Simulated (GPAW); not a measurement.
# C in GPAW: convergence with density grid spacing (A)

Input of the first run (density grid spacing (A) 0.24); the others differ in this setting and in those tied to it:

The input run.py:

```python
from ase.dft.bandgap import bandgap
from ase.io import read, write
from ase.units import GPa
from gpaw import GPAW, PW

atoms = read('POSCAR')

calc = GPAW(mode=PW(800),
            h=0.24,
            xc='PBE',
            kpts={'size': (13, 13, 13), 'gamma': True},
            occupations={'name': 'fermi-dirac', 'width': 0.05},
            nbands=11,
            convergence={'density': 1e-05, 'energy': 1e-05},
            maxiter=100,
            txt='gpaw.txt')
atoms.calc = calc
energy = atoms.get_potential_energy()
forces = atoms.get_forces()
stress = atoms.get_stress()
calc.write('gs.gpw')
write('result.traj', atoms)
print(f'Energy: {energy:.6f} eV')
print('Forces (eV/A):')
print(forces.round(4))
print('Stress (GPa):', (stress / GPa).round(3))
print('Fermi level:', round(calc.get_fermi_level(), 4), 'eV')
print(f'Gap: {bandgap(calc)[0]:.4f} eV, direct: {bandgap(calc, direct=True)[0]:.4f} eV')
```

Contents of POSCAR:

```
C
1.0
    0.0000000000      1.7833700000      1.7833700000
    1.7833700000      0.0000000000      1.7833700000
    1.7833700000      1.7833700000      0.0000000000
C
2
Direct
    0.7500000000      0.7500000000      0.7500000000
    0.5000000000      0.5000000000      0.5000000000
```

Potentials or basis: GPAW PAW data sets (gpaw-data 1.2.1), pw.

Launch:

```console
$ OMP_NUM_THREADS=1 python run.py
```

This isn't the form of C at room conditions, which is graphite.

Hardware: 1 thread of Arm Neoverse V1, with other jobs on the host.

```
density grid spacing (A)  energy less the tightest run, at zero smearing (meV/atom)  pressure (GPa)  SCF cycles  CPU time (s)  peak memory (GiB)
                    0.24                                                      -0.57            1.48           8           8.3               0.13
                     0.2                                                       0.05            1.48           8           9.3               0.13
                    0.17                                                       0.18            1.43           8           9.8               0.13
                    0.15                                                       0.09            1.42           8            15               0.14
                    0.13                                                       0.06            1.42           8            13               0.14
                    0.11                                                       0.02            1.42           8            24               0.16
                    0.09                                                       0.00            1.42           8            43               0.19
```

Against the tightest run, the energy stays within 1 meV/atom from 0.24 on; the pressure stays within 0.1 GPa from 0.24 on. The tightest run that finished is the yardstick and may itself not be fully converged.

Caveat, for the tightest run too: an odd mesh through Γ misses points on the zone boundary, where band edges often lie.
